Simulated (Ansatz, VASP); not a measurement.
Mg3Te in VASP and in Ansatz

The input INCAR:

```
PREC = Accurate
ENCUT = 520
EDIFF = 1E-7
ISMEAR = 0
SIGMA = 0.1
LREAL = F
LASPH = T
NELM = 60
ALGO = Fast
ISIF = 2
LWAVE = F
LCHARG = T
GGA = PS
LELF = T
LVHAR = T
NBANDS = 14
```

The input KPOINTS:

```
Automatic mesh
0
Gamma
  6 6 6
```

The input POSCAR:

```
Mg3Te
1.0
   -2.1393600000      2.1393600000      5.2824880000
    2.1393600000     -2.1393600000      5.2824880000
    2.1393600000      2.1393600000     -5.2824880000
Mg Te
3 1
Direct
    0.5000000000      0.5000000000      0.0000000000
    0.7500000000      0.2500000000      0.5000000000
    0.2500000000      0.7500000000      0.5000000000
    0.0000000000      0.0000000000      0.0000000000
```

Input for Ansatz:

```yaml
crystal:
  lattice:
    - [-2.13936, 2.13936, 5.282488]
    - [2.13936, -2.13936, 5.282488]
    - [2.13936, 2.13936, -5.282488]
  atoms:
    - { symbol: Mg, position: [0.5, 0.5, 0.0] }
    - { symbol: Mg, position: [0.75, 0.25, 0.5] }
    - { symbol: Mg, position: [0.25, 0.75, 0.5] }
    - { symbol: Te, position: [0.0, 0.0, 0.0] }
basis:
  ecutwfc: 420
kpoints:
  mp_grid: { grid: [6, 6, 6] }
hamiltonian:
  xc: pbesol
scf:
  occupations: { method: gaussian, width: 0.1 }
  max_iter: 100
output:
  forces: true
  stress: true
  eigenvalues: true
```

Alike in both runs: task single point; functional PBEsol; k mesh 6 × 6 × 6; occupations gaussian, width 0.1 eV; no spin polarisation.

|  | VASP | Ansatz |
| --- | --- | --- |
| version | VASP 6.6.1 | Ansatz 0.2.0 |
| potentials or method | VASP PAW PBE potentials, release 64 (Mg, Te) | scalar-relativistic, plane waves, PAW |
| plane-wave cutoff (eV) | 520 | 420 |
| valence electrons in the cell | 12 | 46 |

|  | VASP | Ansatz | Ansatz less VASP |
| --- | --- | --- | --- |
| gap on the k mesh at the Fermi level (eV) | none | none | - |
| pressure (GPa) | -1.1 | -1.0 | +0.04 |
| largest component of the traceless stress (GPa) | 0.08 | 0.10 | +0.023 |

A gap of «none» marks a metal or a gap that the smearing closes. With one functional, cell and mesh, what is left measures potentials, basis and numerics. The two sets of potentials don't hold the same shells in valence.

Caveats: the PAW data sets were made with another functional, which shifts forces and pressure a little (VASP). Spin-orbit coupling is left out, which matters for the levels of Te.
